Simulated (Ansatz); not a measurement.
# Redistribution: C2H3IO + C3H7FO → C2H4O2 + C3H6FI

Species: C2H3IO (acetyl iodide) `CC(=O)I`, singlet; C3H7FO `CC(O)CF`, singlet; C2H4O2 (acetic acid) `CC(=O)O`, singlet; C3H6FI `CC(I)CF`, singlet. The partners trade I for OH; both sit on C, so the bond types are kept.

Shapes, held fixed at every level: PBE0-D4/def2-TZVP. Flexible molecules stand in one conformer, not always the lowest. Programs: Ansatz 0.2.0. Electronic energies: no zero-point or thermal term.

Estimate ΔE of this reaction.

The highest level, CCSD(T)/def2-TZVPP, gives ΔE = -67.0 kJ/mol; the levels span -77.8 to -57.4. The column of differences is taken from that level and isn't an error. No measured value is set beside it here. For atoms past krypton def2 sets carry core potentials with scalar relativity. Correlated rows may include outer-core shells of I, which these sets cover unevenly.

```
               level                    kind  ΔE (kJ/mol)  less CCSD(T)/def2-TZVPP
       HF/def2-TZVPP            Hartree–Fock        -77.8                    -10.8
r2SCAN-D4/def2-TZVPP                meta-GGA        -57.4                     +9.6
  PBE0-D4/def2-TZVPP           global hybrid        -65.0                     +2.0
  wB97M-V/def2-TZVPP  range-separated hybrid        -68.3                     -1.3
  wB97X-V/def2-TZVPP  range-separated hybrid        -69.3                     -2.3
   B2PLYP/def2-TZVPP           double hybrid        -60.8                     +6.2
     CCSD/def2-TZVPP   coupled cluster or CI        -70.3                     -3.3
  CCSD(T)/def2-TZVPP   coupled cluster or CI        -67.0                      0.0
```
